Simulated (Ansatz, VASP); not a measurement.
Given: the input of a run of VASP 6.6.1 on YN.

INCAR

```
ALGO = Normal
EDIFF = 1E-7
ENCUT = 520
GGA = PE
ISIF = 2
ISMEAR = -1
LASPH = T
LCHARG = F
LREAL = F
LWAVE = F
NBANDS = 15
NELM = 80
PREC = Accurate
SIGMA = 0.05
```

KPOINTS

```
k-points
0
Gamma
  9 9 9
```

The input POSCAR:

```
YN
1.0
    0.0000000000      2.4705892062      2.4705892062
    2.4705892062      0.0000000000      2.4705892062
    2.4705892062      2.4705892062      0.0000000000
Y N
1 1
Direct
    0.0000000000      0.0000000000      0.0000000000
    0.5000000000      0.5000000000      0.5000000000
```

Potentials or basis: VASP PAW PBE potentials, release 64 (Y_sv, N).

Launch:

```sh
$ cat potpaw_PBE.64/Y_sv/POTCAR potpaw_PBE.64/N/POTCAR > POTCAR
$ mpirun -np 1 vasp_std > vasp.out
```

Task: Set up the same calculation for Ansatz 0.2.0. Potentials there: Ansatz PAW.

Result: As run (the cutoff follows the program's own potentials):

The input input.yaml:

```yaml
crystal:
  lattice:
    - [0.0, 2.4705892062, 2.4705892062]
    - [2.4705892062, 0.0, 2.4705892062]
    - [2.4705892062, 2.4705892062, 0.0]
  atoms:
    - { symbol: "Y", position: [0.0, 0.0, 0.0] }
    - { symbol: "N", position: [0.5, 0.5, 0.5] }
hamiltonian:
  xc: pbe
  pseudopotentials: { kind: paw }
kpoints:
  mp_grid: { grid: [9, 9, 9] }
scf:
  occupations: { method: fermi_dirac, width: 0.05 }
output:
  forces: true
  stress: true
  eigenvalues: true
```

Potentials or basis: Ansatz PAW.

The run is started by

```bash
$ ansatz run input.yaml --threads 1 --pin off --max-ram 3584MiB --backend cpu --events-out ev --progress --plain --runs-dir out
```

Both were run:

|  | VASP | Ansatz | Ansatz less VASP |
| --- | --- | --- | --- |
| gap on the k mesh at the Fermi level (eV) | 0.30 | 0.30 | +0.004 |
| least direct gap on the mesh (eV) | 0.73 | 0.73 | +0.004 |
| pressure (GPa) | -3.4 | -3.3 | +0.15 |

With one functional, cell and mesh, what is left measures potentials, basis and numerics.

Caveats: an odd mesh through Γ misses points on the zone boundary, where band edges often lie (VASP); odd divisions of the mesh miss points on the zone boundary, where band edges often lie, so the gap on the mesh can be too wide (Ansatz).
